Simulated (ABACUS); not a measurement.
The system is SiNi3.

```xyz
4
Lattice="3.5420 0.0000 0.0000 0.0000 3.5420 0.0000 0.0000 0.0000 3.5420" Properties=species:S:1:pos:R:3 pbc="T T T"
Ni    1.7710    1.7710    0.0000
Ni    1.7710    0.0000    1.7710
Ni    0.0000    1.7710    1.7710
Si    0.0000    0.0000    0.0000
```

| Property | Result |
| --- | --- |
| Program | ABACUS 3.10.1 |
| Task | single point |
| Functional | PBE |
| Potentials or basis | PseudoDojo NC SR 0.4.1 PBE standard |
| Cutoff | 1333 eV |
| Density cutoff | 5333 eV |
| Basis | plane waves |
| k mesh | 8 × 8 × 8 |
| Occupations | fermi-dirac, width 0.05 eV |
| Spin | collinear spin, ferromagnetic start |
| Starting moments | [1.0, 1.0, 1.0, 0.0] μB |

On this cell: pressure -5.9 GPa; largest force zero by symmetry; net moment 0.00 μB per cell; band gap on the k mesh none (metal or under the smearing width).

The same run follows on a disturbed copy (atoms moved at random, drawn with an rms of 0.05 Å):

```xyz
4
Lattice="3.5420 0.0000 0.0000 0.0000 3.5420 0.0000 0.0000 0.0000 3.5420" Properties=species:S:1:pos:R:3 pbc="T T T"
Ni    1.7308    1.7137   -0.0055
Ni    1.7463   -0.0046    1.7902
Ni    0.0374    1.7616    1.7301
Si   -0.0132    0.0227    0.0071
```

What changes?

The energy (extrapolated to zero smearing) moves by +13.1 meV/atom; pressure -5.1 GPa; largest force 0.847 eV/Å; net moment 0.00 μB per cell; band gap on the k mesh none (metal or under the smearing width).

Forces on the atoms (eV/Å):
```
Ni   0.506  0.465 -0.069
Ni   0.389 -0.338 -0.143
Ni  -0.785  0.127  0.292
Si  -0.110 -0.254 -0.080
```

Stress tensor (GPa, compression positive):
```
-5.16  0.07 -0.28
 0.07 -5.16  0.32
-0.28  0.32 -5.05
```
